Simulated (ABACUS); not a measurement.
The system is W.

```
CELL_PARAMETERS angstrom
0.00000 2.03000 2.03000
2.03000 0.00000 2.03000
2.03000 2.03000 0.00000
ATOMIC_POSITIONS crystal
W 0.00000 0.00000 0.00000
```

This isn't the form of W at room conditions, which is bcc.

| Property | Result |
| --- | --- |
| Program | ABACUS 3.10.1 |
| Task | single point |
| Functional | PBE |
| Potentials or basis | PseudoDojo NC SR 0.4.1 PBE standard |
| Cutoff | 1007 eV |
| Density cutoff | 4027 eV |
| Basis | plane waves |
| k mesh | 11 × 11 × 11 |
| Occupations | fermi-dirac, width 0.05 eV |
| Spin | no spin polarisation |

On this cell: pressure -4.8 GPa; band gap on the k mesh none (metal or under the smearing width).

The same run follows on a disturbed copy (cell strained at random at fixed volume):

```
W
1.0
     0.01192    2.00823    2.03186
     2.02971    0.01106    2.03272
     2.05415    2.03352   -0.01337
W
1
Cartesian
  0.0111 0.0150 -0.0317
```

Task: What does the disturbed cell give?

Result: The energy (extrapolated to zero smearing) moves by -4.5 meV/atom; pressure -4.7 GPa; band gap on the k mesh none (metal or under the smearing width).

Stress tensor (GPa, compression positive):
```
-4.07  2.43 -0.76
 2.43 -6.50 -1.04
-0.76 -1.04 -3.56
```

The energy falls, though the first cell shows no forces: that form is unstable against this distortion, unless noise or another electronic state is at work.
